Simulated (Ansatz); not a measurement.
BN built on the wurtzite prototype, relaxed with r2SCAN in the plane-wave code Ansatz. The symmetry is P6_3mc (No. 186, hexagonal); conventional cell a = 2.544 Å, c = 4.208 Å, 5.90 Å³ an atom. Around B lie 4 N at 1.56–1.58 Å; around N lie 4 B at 1.56–1.58 Å.

The axes x, y and z are those of this cell:
```yaml
crystal:
  lattice:
    - [2.54395, 0.00000, 0.00000]
    - [-1.27198, 2.20313, 0.00000]
    - [0.00000, 0.00000, 4.20782]
  atoms:
    - { symbol: B, position: [0.33333, 0.66667, 0.00020] }
    - { symbol: B, position: [0.66667, 0.33333, 0.50020] }
    - { symbol: N, position: [0.33333, 0.66667, 0.37480] }
    - { symbol: N, position: [0.66667, 0.33333, 0.87480] }
```

Unstrained: The PBE gap is indirect, 5.207 eV (Γ to K), below the direct gap of 8.298 eV at Γ–M (0.20 of the way from Γ). With r2SCAN the valence top lies at Γ and the conduction bottom at K, 5.752 eV higher; the smallest vertical gap, at Γ–M (0.20 of the way from Γ), is 9.001 eV. With HSE06 the valence top lies at Γ and the conduction bottom at K, 6.530 eV higher; the smallest vertical gap, at Γ–M (0.22 of the way from Γ), is 9.956 eV. Meshes: PBE 12×12×6, r2SCAN 12×12×6, HSE06 9×9×4. Strains are changes of length per length, and xy shears are angles. After each strain the atoms were relaxed again with r2SCAN within the symmetry that the strain leaves, so tilts or polar shifts that break it weren't tested; points keep the names that they have in the unstrained zone. The values are computed, spin-unpolarised, and not measurements.

(1) For epitaxial -1.0 % in the xy plane, how far does the free direction move, and what happens to the gap?

(2) Estimate what isotropic +4.0 % on every length does to the gap.

(3) Estimate what epitaxial +4.0 % in the xy plane, free normal strain -0.43 % does to the gap.

(4) Estimate what xy shear, engineering strain (angle) -3.0 % does to the gap.

(5) Order the strained cells by their HSE06 gap, smallest first.
A. epitaxial +4.0 % in the xy plane
B. xy shear, engineering strain (angle) -3.0 %
C. epitaxial -1.0 % in the xy plane
D. isotropic +4.0 % on every length

Answers

(1) The normal strain at zero normal stress is +0.11 %, 0.11 of the in-plane strain with the sign turned. PBE: the gap goes from 5.207 to 5.124 eV (-0.083 eV); with r2SCAN the top three valence levels at Γ, grouped 2+1 from the top over 271 meV, become 2+1 over 334 meV. r2SCAN: the gap goes from 5.752 to 5.672 eV (-0.080 eV). HSE06: the gap goes from 6.530 to 6.450 eV (-0.080 eV).

(2) PBE: the gap goes from 5.207 to 5.419 eV (+0.212 eV); with r2SCAN the top three valence levels at Γ, grouped 2+1 from the top over 271 meV, become 2+1 over 164 meV. r2SCAN: the gap goes from 5.752 to 5.937 eV (+0.185 eV). HSE06: the gap goes from 6.530 to 6.726 eV (+0.196 eV). The r2SCAN energy rises by 93.4 meV an atom.

(3) PBE: the gap goes from 5.207 to 5.410 eV (+0.203 eV); with r2SCAN the top three valence levels at Γ, grouped 2+1 from the top over 271 meV, become 2+1 over 200 meV. r2SCAN: the gap goes from 5.752 to 5.946 eV (+0.194 eV). HSE06: the gap goes from 6.530 to 6.717 eV (+0.187 eV). The r2SCAN energy rises by 58.7 meV an atom.

(4) PBE: the gap goes from 5.207 to 5.091 eV (-0.116 eV); the edges go from Γ → K to Γ → (1/3, 0.328, 0); with r2SCAN the top three valence levels at Γ, grouped 2+1 from the top over 271 meV, become 1+1+1 over 387 meV. r2SCAN: the gap goes from 5.752 to 5.635 eV (-0.117 eV); the edges go from Γ → K to Γ → (1/3, 0.328, 0). HSE06: the gap goes from 6.530 to 6.419 eV (-0.111 eV); the edges go from Γ → K to Γ → (1/3, 0.328, 0). The r2SCAN energy rises by 7.0 meV an atom.

(5) B (6.42 eV), C (6.45 eV), A (6.72 eV), D (6.73 eV).

Where an edge lies off the special points, it is a point of the mesh or the k point where a search put PBE's edge or least direct gap, reused for the other functionals, whose own edges may lie a little apart.

The meshes of the hybrids are coarse, so their gaps aren't converged to the digits shown.

The splittings at Γ are without spin-orbit coupling, which regroups them where it is of like size or larger.
